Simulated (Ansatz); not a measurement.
# Band table of AgCl (Chlorargyrite)

```
CELL_PARAMETERS angstrom
0.00000 2.64061 2.64061
2.64061 0.00000 2.64061
2.64061 2.64061 0.00000
ATOMIC_POSITIONS crystal
Ag 0.00000 0.00000 0.00000
Cl 0.50000 0.50000 0.50000
```

The base volume is that of a database entry, with shape and atoms relaxed on PAW files at held volume, so it needn't be at zero pressure; the structure needn't be the stable phase, at rest or compressed.

Computed with Ansatz 0.2.0; functional PBEsol, scalar-relativistic. Settings: a Γ-centred 9×9×9 k mesh, Fermi–Dirac smearing of 0.03 eV, no spin polarisation. Methods: PAW: frozen-core files, cutoff 420 eV.

This run: volume at 0.9 of the series' base cell.

The PAW files were made under PBE.

Path points, in fractions of the reciprocal vectors: Γ (0.000, 0.000, 0.000), X (0.500, 0.000, 0.500), U (0.625, 0.250, 0.625), K (0.375, 0.375, 0.750), L (0.500, 0.500, 0.500), W (0.500, 0.250, 0.750). The distance column jumps between branches of the path. Levels in eV from the valence-band top; bands 5 to 15, counted from the lowest band of the run. The gap is 0.75 eV, the pressure 6.73 GPa.

```
# k(1/Å) point b5 b6 b7 b8 b9 b10 b11 b12 b13 b14 b15
0.000 Γ -16.23 -3.19 -3.19 -3.19 -3.14 -3.14 -2.97 -2.97 -2.97 0.75 10.47
0.198 - -16.18 -4.11 -3.47 -3.47 -3.22 -3.12 -2.67 -2.67 -2.26 1.31 9.77
0.397 - -16.03 -5.05 -3.75 -3.75 -3.31 -3.07 -2.38 -2.38 -1.86 2.62 8.72
0.595 - -15.85 -5.65 -3.92 -3.92 -3.44 -3.00 -2.24 -2.24 -1.70 3.63 7.15
0.793 - -15.68 -5.83 -3.97 -3.97 -3.56 -2.93 -2.28 -2.28 -1.76 3.07 7.60
0.991 - -15.58 -5.69 -3.95 -3.95 -3.65 -2.88 -2.41 -2.41 -2.05 2.23 7.64
1.190 X -15.54 -5.55 -3.92 -3.92 -3.68 -2.86 -2.48 -2.48 -2.26 1.94 7.57
1.260 - -15.54 -5.55 -4.06 -3.99 -3.58 -2.78 -2.48 -2.47 -2.25 1.99 7.56
1.330 - -15.54 -5.53 -4.30 -4.13 -3.44 -2.58 -2.49 -2.46 -2.21 2.14 7.52
1.400 - -15.53 -5.51 -4.57 -4.31 -3.32 -2.50 -2.44 -2.32 -2.17 2.37 7.46
1.470 - -15.52 -5.47 -4.86 -4.49 -3.20 -2.51 -2.41 -2.13 -2.03 2.67 7.36
1.540 - -15.51 -5.43 -5.13 -4.65 -3.09 -2.54 -2.37 -2.10 -1.72 3.02 7.21
1.610 U -15.50 -5.39 -5.37 -4.80 -2.99 -2.56 -2.33 -2.08 -1.40 3.39 7.02
2.339 K -15.50 -5.39 -5.37 -4.80 -2.99 -2.56 -2.33 -2.08 -1.40 3.39 7.02
2.549 - -15.51 -5.95 -5.15 -5.10 -2.73 -2.67 -2.21 -2.07 -0.55 4.55 6.21
2.760 - -15.61 -6.07 -5.17 -4.83 -2.80 -2.66 -2.14 -2.10 -0.10 5.08 5.82
2.970 - -15.79 -5.69 -4.98 -4.44 -2.94 -2.76 -2.21 -2.19 -0.33 3.92 7.14
3.180 - -16.00 -4.91 -4.55 -4.00 -3.07 -2.94 -2.39 -2.37 -1.09 2.59 8.38
3.390 - -16.17 -3.92 -3.90 -3.54 -3.15 -3.10 -2.67 -2.61 -2.07 1.34 9.51
3.601 Γ -16.23 -3.19 -3.19 -3.19 -3.14 -3.14 -2.97 -2.97 -2.97 0.75 10.47
3.773 - -16.19 -3.68 -3.68 -3.64 -3.15 -3.15 -2.84 -2.38 -2.38 1.15 9.67
3.944 - -16.07 -4.46 -4.22 -4.22 -3.05 -3.05 -2.72 -1.71 -1.71 2.04 8.51
4.116 - -15.91 -5.30 -4.66 -4.66 -2.92 -2.92 -2.58 -1.07 -1.07 2.96 7.56
4.288 - -15.73 -6.01 -4.99 -4.99 -2.79 -2.79 -2.43 -0.52 -0.52 3.53 7.11
4.459 - -15.59 -6.48 -5.19 -5.19 -2.68 -2.68 -2.29 -0.14 -0.14 3.62 7.19
4.631 L -15.54 -6.65 -5.26 -5.26 -2.65 -2.65 -2.24 0.00 0.00 3.57 7.11
4.771 - -15.53 -6.59 -5.25 -5.24 -2.66 -2.64 -2.25 -0.22 -0.08 3.83 6.43
4.912 - -15.52 -6.41 -5.24 -5.19 -2.70 -2.64 -2.29 -0.71 -0.32 4.47 5.68
5.052 - -15.51 -6.15 -5.21 -5.12 -2.74 -2.65 -2.32 -1.27 -0.68 5.06 5.26
5.192 - -15.50 -5.82 -5.18 -5.07 -2.74 -2.65 -2.36 -1.77 -1.11 4.62 6.10
5.332 - -15.49 -5.50 -5.16 -5.08 -2.67 -2.61 -2.41 -2.18 -1.47 4.37 6.96
5.472 W -15.48 -5.32 -5.15 -5.15 -2.55 -2.55 -2.48 -2.42 -1.62 4.29 7.68
5.572 - -15.49 -5.28 -5.26 -4.99 -2.66 -2.49 -2.48 -2.42 -1.66 4.02 7.53
5.671 - -15.50 -5.38 -5.08 -4.80 -2.82 -2.48 -2.46 -2.43 -1.75 3.44 7.46
5.770 - -15.51 -5.46 -4.80 -4.58 -3.02 -2.48 -2.46 -2.45 -1.92 2.83 7.46
5.869 - -15.53 -5.51 -4.45 -4.34 -3.25 -2.55 -2.48 -2.46 -2.11 2.35 7.50
5.968 - -15.54 -5.54 -4.10 -4.10 -3.50 -2.73 -2.48 -2.47 -2.23 2.04 7.55
6.067 X -15.54 -5.55 -3.92 -3.92 -3.68 -2.86 -2.48 -2.48 -2.26 1.94 7.57
```
